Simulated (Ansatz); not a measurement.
**Structure search for Ti₄H**

Level of theory: DFT PBE, scalar-relativistic, plane waves, PAW (Ansatz). Settings: cutoff 420 eV, Γ-centred meshes spaced at most about 0.3 Å⁻¹, and about 0.25 Å⁻¹ or finer for metals (2π included), Gaussian smearing. Spin is collinear in cells that carry moments; the others ran without spin or lost their moments.

Energies over the elements count from the elements' standard structures at the same level (H₂ as a molecule), with no fitted energy shifts.

All energies are static (0 K, no zero-point motion). The comparison covers the computed candidates alone. With hydrogen, zero-point motion can shift formation energies by some tens of meV/atom. Another magnetic order may lie lower.

Invented guesses were relaxed alike, and ends that match in structure, energy and magnetic state were merged. ΔE counts from the first row. Coordination counts Ti atoms around H (those within 1.25 times the shortest such distance or 1.15 times the sum of covalent radii; a plus sign parts nearer from farther groups; the shortest distance is added where it is long for a bond). The ends were matched against large subsets of the Crystallography Open Database and the Materials Project, so a missing match doesn't prove that a structure is unreported.

```
#        reached from  type and space group  atoms  Å³/atom       coordination  ΔE (meV/atom)  gap on mesh (eV)          moments  in databases                                                checks
1  SnF4 type (I4/mmm)      I4/mmm (No. 139)      5     14.2                H 6              0              0.00             none      no match  no imaginary mode at Γ (other wave vectors untested)
2         random cell      P6/mmm (No. 191)      5     15.4                H 2            475              0.00             none      no match                                                     -
3  MnGa4 type (Im-3m)       Im-3m (No. 229)      5     14.8                H 8            649              0.00             none      no match                                                     -
4         random cell      P4/mmm (No. 123)      5     19.8  H 8+16 from 3.4 Å           1574              0.00  opposed, 0.2 μB      no match                                                     -
5   Mn4N type (Pm-3m)       Pm-3m (No. 221)      5     19.9  H 12+8 from 3.3 Å           1614              0.00             none      no match                                                     -
```

The lowest: Space group I4/mmm (No. 139), tetragonal, a = 4.138 Å, c = 8.286 Å. Ti on a site of symmetry 4mm is surrounded by 1 H at 2.08 Å and 12 Ti at 2.92–2.93 Å; Ti on a site of symmetry mmm has 2 H at 2.07 Å and 12 Ti at 2.92–2.93 Å; around H lie 6 Ti at 2.07–2.08 Å. Its energy over the elements is −0.09 eV/atom. It lies below the elements, which doesn't yet make it stable against other compounds or structures. An observed structure of this formula, if there is one, may be missing.

```
Ti H
1.0
    -2.06915    2.06915    4.14318
     2.06915   -2.06915    4.14318
     2.06915    2.06915   -4.14318
Ti H
4 1
Direct
  0.25088 0.25088 0.00000
  0.74912 0.74912 0.00000
  0.50000 0.00000 0.50000
  0.00000 0.50000 0.50000
  0.00000 0.00000 0.00000
```

The second: Space group P6/mmm (No. 191), hexagonal, a = 5.350 Å, c = 3.114 Å. Ti on a site of symmetry mmm has 2 H at 2.67 Å, 4 Ti at 2.67 Å and 6 Ti at 3.09–3.11 Å; Ti on a site of symmetry 6/mmm has 2 H at 1.56 Å and 14 Ti at 3.09–3.11 Å; H is surrounded by 2 Ti at 1.56 Å and 6 Ti at 2.67 Å. Counting Ti atoms around H, the first has H 6 and the second has H 2. Cells relaxed within their symmetry can be saddle points. Some structure types and database cells were kept out of the candidates from the start, so a known form may be missing.
